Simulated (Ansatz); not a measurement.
# MnO: the cost of one run

Computed with Ansatz 0.2.0 (DFT LDA+U (U = 8 eV, J = 0.5 eV on Mn d), plane waves, PAW, unless a step's input says otherwise).

## (1) The starting structure

The structure is hexagonal, space group P-6m2 (No. 187). The conventional cell has a = 2.969 Å, b = 2.969 Å, c = 2.898 Å, α = 90.00°, β = 90.00°, γ = 120.00°. Mn (site symmetry -6m2) is surrounded by 6 O at 2.24 Å. Around O (site symmetry -6m2) lie 6 Mn at 2.24 Å.

Coordinates:

```xyz
2
Lattice="2.9695 0.0000 0.0000 -1.4847 2.5717 0.0000 0.0000 0.0000 2.8981" Properties=species:S:1:pos:R:3 pbc="T T T"
Mn    0.0000    0.0000    0.0000
O     1.4847    0.8572    1.4490
```

An earlier series on this cell reached its lowest free state from «ferromagnetic start, free, symmetry kept, no search», perhaps among other starts.

## (2) Total moment locked, 1.25 μB per cell

Input file input.yaml:

```yaml
crystal:
  lattice:
    - [2.96948591, 0.0, 0.0]
    - [-1.48474296, 2.57165023, 0.0]
    - [0.0, 0.0, 2.89807113]
  atoms:
    - { symbol: Mn, position: [0.0, 0.0, 0.0], spin: 1.25 }
    - { symbol: O, position: [0.6666666667, 0.3333333333, 0.5] }
basis:
  ecutwfc: 420
  ecutrho_ratio: 4
kpoints:
  mp_grid: { grid: [7, 7, 7] }
hamiltonian:
  xc: lda
  hubbard: { sites: [{ site: 0, l: d, u: 8.0, j: 0.5 }] }
scf:
  occupations: { method: gaussian, width: 0.05 }
  lower_state_search: "off"
  max_iter: 150
output:
  forces: true
  stress: true
  eigenvalues: true
  populations: true
  hubbard: { sites: [{ site: 0, l: d }] }
magnetization:
  spin_polarized: true
  initial_magnetization: 1.25
  spin_locking: { lock_magnetization: hard }
```

The lock stays on to the end, so the result is a constrained state unless its moments die out.

Run with:

```console
> ansatz run input.yaml --threads 2 --pin off --max-ram 3072MiB --backend cpu --events-out ev --progress --plain --runs-dir out
```

**Question.** How long does this run take on 2 threads of Intel Xeon 6975P-C (Granite Rapids), shared host, and how much memory does it need?

About 1.7 s, with a peak of 0.33 GiB.
